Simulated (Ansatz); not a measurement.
TiSi2, DFT, PBE, all-electron PAW with datasets made for the crystal, scalar-relativistic (Ansatz 0.2.0), run on 2 threads of Intel(R) Xeon(R) Platinum 8488C (Sapphire Rapids) on a shared host.

The cell is COD entry 1010453, as deposited and not checked against the literature; nothing was relaxed. It is an old determination, and later ones may differ. The listed cell was then made from it by scaling, straining or moving an atom.

Command: `ansatz run input.yaml --threads 2 --pin off --max-ram 6144MiB --backend cpu --events-out ev --progress --plain --runs-dir out`

```yaml
crystal:
  lattice:
    - [0.0, 4.118, 4.34673]
    - [2.3865, 0.0, 4.34673]
    - [2.3865, 4.118, 0.0]
  atoms:
    - { symbol: Ti, position: [0.75, 0.75, 0.75] }
    - { symbol: Ti, position: [0.5, 0.5, 0.5] }
    - { symbol: Si, position: [0.083, 0.417, 0.083] }
    - { symbol: Si, position: [0.417, 0.083, 0.417] }
    - { symbol: Si, position: [0.167, 0.833, 0.167] }
    - { symbol: Si, position: [0.833, 0.167, 0.833] }
kpoints:
  mp_grid: { grid: [8, 8, 8] }
scf:
  occupations: { method: fermi_dirac, width: 0.08 }
hamiltonian:
  xc: pbe
  pseudopotentials: { kind: all_electron, datasets: crystal }
output:
  forces: true
  stress: true
  eigenvalues: true
  efg: { contact_densities: true }
```

(1) How large is the problem that the program sets up?

(2) About how long does it take, and how much memory does it use?

(3) And the same cell and mesh by PAW with the default files, asked for forces, stress, eigenvalues, efg, on the same hardware?

## Answers

(1) 95 irreducible k-points, 815 plane waves at Γ, 18 bands.

(2) 11 s of wall time for 10 SCF iterations, with a peak of 0.91 GiB. Times on shared machines scatter by tens of per cent.

(3) 4.7 s, peak memory 0.55 GiB.
